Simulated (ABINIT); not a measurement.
Al: single point with BLYP

The system is Al.

```xyz
1
Lattice="-1.5912 1.5912 1.5912 1.5912 -1.5912 1.5912 1.5912 1.5912 -1.5912" Properties=species:S:1:pos:R:3 pbc="T T T"
Al    0.0000    0.0000    0.0000
```

This isn't the form of Al at room conditions, which is fcc.

| Item | Value |
| --- | --- |
| Program | ABINIT 10.8.3 (patched build) |
| Task | single point |
| Functional | BLYP |
| Potentials or basis | JTH PAW PBE v2.0 |
| Cutoff | 490 eV |
| k mesh | 12 × 12 × 12 |
| Occupations | fermi-dirac, width 0.05 eV |
| Spin | no spin polarisation |
| Fine-grid cutoff | 979.61 eV |

| Quantity | Value |
| --- | --- |
| Pressure | 7.9 GPa |
| Band gap on the k mesh | none (metal or under the smearing width) |
| Valence electrons inside the program's atomic spheres | Al 0.79 (radii [1.0074] Å) |

Levels at points of the mesh, in eV from the Fermi level:
```
           k point  band 1  band 2  band 3  band 4
(0.00, 0.00, 0.00)  -11.26   13.46   13.46   13.46
(0.50, 0.00, 0.00)   -4.32   -3.91    8.18    8.46
(0.50, 0.50, 0.50)    1.86    1.86    1.86    3.22
```

Run time: 4.2 s on 1 thread of Arm Neoverse V1 (shared host), peak memory 0.08 GiB.

Caveat: the PAW data sets were made with another functional, which shifts forces and pressure a little.
